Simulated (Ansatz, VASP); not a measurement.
# CdS: VASP beside Ansatz

INCAR

```
ALGO     = Fast           # electronic algorithm
EDIFF    = 1E-7           # SCF threshold, eV
ENCUT    = 520            # plane-wave cutoff, eV
GGA      = PE             # functional
ISIF     = 2              # what is computed and relaxed
ISMEAR   = 0              # smearing method
LASPH    = T              # aspherical terms in the spheres
LCHARG   = T              # write CHGCAR
LELF     = T              # ELF
LREAL    = F              # projectors in reciprocal space
LVHAR    = T            
LWAVE    = F              # write WAVECAR
NBANDS   = 26             # bands
NELM     = 100            # most SCF steps
PREC     = Accurate       # precision mode
SIGMA    = 0.05           # smearing width, eV
```

KPOINTS

```
k-points
0
Gamma
  9 9 6
```

The input POSCAR:

```
CdS
1.0
    4.1347992034      0.0000000000      0.0000000000
   -2.0673996017      3.5808411497      0.0000000000
    0.0000000000      0.0000000000      6.7490000000
Cd S
2 2
Direct
    0.3333333333      0.6666666667      0.0000000000
    0.6666666667      0.3333333333      0.5000000000
    0.3333333333      0.6666666667      0.3850000000
    0.6666666667      0.3333333333      0.8850000000
```

Input for Ansatz:

```yaml
crystal:
  lattice:
    - [4.1347992034, 0.0, 0.0]
    - [-2.0673996017, 3.5808411497, 0.0]
    - [0.0, 0.0, 6.749]
  atoms:
    - { symbol: Cd, position: [0.3333333333, 0.6666666667, 0.0] }
    - { symbol: Cd, position: [0.6666666667, 0.3333333333, 0.5] }
    - { symbol: S, position: [0.3333333333, 0.6666666667, 0.385] }
    - { symbol: S, position: [0.6666666667, 0.3333333333, 0.885] }
basis:
  ecutwfc: 420
kpoints:
  mp_grid: { grid: [9, 9, 6] }
hamiltonian:
  xc: pbe
scf:
  occupations: { method: gaussian, width: 0.05 }
output:
  forces: true
  stress: true
  eigenvalues: true
```

Alike in both runs: task single point; functional PBE; k mesh 9 × 9 × 6; occupations gaussian, width 0.05 eV; no spin polarisation.

|  | VASP | Ansatz |
| --- | --- | --- |
| version | VASP 6.6.1 | Ansatz 0.2.0 |
| potentials or method | VASP PAW PBE potentials, release 64 (Cd, S) | scalar-relativistic, plane waves, PAW |
| plane-wave cutoff (eV) | 520 | 420 |
| valence electrons in the cell | 36 | 52 |

Ansatz gave:

- gap on the k mesh at the Fermi level (eV): 1.23
- least direct gap on the mesh (eV): 1.23
- pressure (GPa): 2.5
- largest component of the traceless stress (GPa): 1.49
- rms of the force components (eV/Å): 0.150

Problem. Estimate VASP's values.

Solution. gap on the k mesh at the Fermi level (eV): 1.23; least direct gap on the mesh (eV): 1.23; pressure (GPa): 2.9; largest component of the traceless stress (GPa): 1.54; rms of the force components (eV/Å): 0.155.

Atom by atom the forces differ by 0.005 eV/Å (rms over components). The two sets of potentials don't hold the same shells in valence.

Caveats: an odd mesh through Γ misses points on the zone boundary, where band edges often lie. As with any semilocal functional, this PBE gap is likely too small.
